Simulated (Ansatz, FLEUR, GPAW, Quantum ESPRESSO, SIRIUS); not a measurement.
# Sn: 6 runs at one level of theory

```
CELL_PARAMETERS angstrom
-1.89465 1.89465 1.89465
1.89465 -1.89465 1.89465
1.89465 1.89465 -1.89465
ATOMIC_POSITIONS crystal
Sn 0.00000 0.00000 0.00000
```

This isn't the form of Sn at room conditions, which is tetragonal (white tin).

Alike in all runs: task equation of state; functional PBEsol; k mesh 10 × 10 × 10; occupations fermi-dirac, width 0.05 eV; no spin polarisation; no spin-orbit coupling.

```
                                        program and potentials  plane-wave cutoff (eV)  notes  equilibrium volume (Å³/atom)  bulk modulus (GPa)
SIRIUS, PseudoDojo 0.4.1 PBEsol standard (scalar relativistic)                     983      -                         26.04                52.7
                             Quantum ESPRESSO, GBRV 1.5 PBEsol                     925      -                         25.96                52.5
                 SIRIUS, all-electron FP-LAPW, apw+lo standard                       -      -                         25.95                55.9
             GPAW, PAW data sets generated for this functional                     600      -                         25.86                53.3
                                    FLEUR, all-electron, FLAPW                       -      -                         26.00                52.8
                Ansatz, all-electron LAPW, scalar-relativistic                       -      -                         25.98                52.7
```

The equilibrium volume spans 25.86 (GPAW, PAW data sets generated for this functional) to 26.04 Å³/atom (SIRIUS, PseudoDojo 0.4.1 PBEsol standard (scalar relativistic)), with all-electron results at 25.95 to 26.00. The bulk modulus spans 52.5 (Quantum ESPRESSO, GBRV 1.5 PBEsol) to 55.9 GPa (SIRIUS, all-electron FP-LAPW, apw+lo standard), with all-electron results at 52.7 to 55.9. The bulk modulus of SIRIUS, all-electron FP-LAPW, apw+lo standard lies far from the others; the cause wasn't traced. For a metal such a mesh isn't converged, which the comparison doesn't need.

The functional is the same throughout but for its coding, so the spread measures potentials, basis and numerics; runs on potential files found faulty are left out.

The body-centred cubic lattice computed here is a form tin takes under high pressure. Its equilibrium volume barely depends on how the core is treated: the pseudopotential and PAW values fall on both sides of the narrow all-electron range. The modest stiffness fits a metal held together by delocalised 5s and 5p electrons, with the filled 4d shell contributing little to cohesion.

The bulk modulus is the more delicate test, since it follows from the curvature of the energy curve rather than the position of its minimum. The value of 55.9 GPa comes with an ordinary volume, and the other two all-electron runs give 52.8 and 52.7 GPa, so it can't be read as a general error of the pseudopotentials. Nor do the small differences in volume order the stiffness: the GBRV run has a smaller volume than the PseudoDojo run, yet also a slightly lower modulus. With only one structure computed, the energy curves say nothing about the pressure at which this phase replaces white tin.
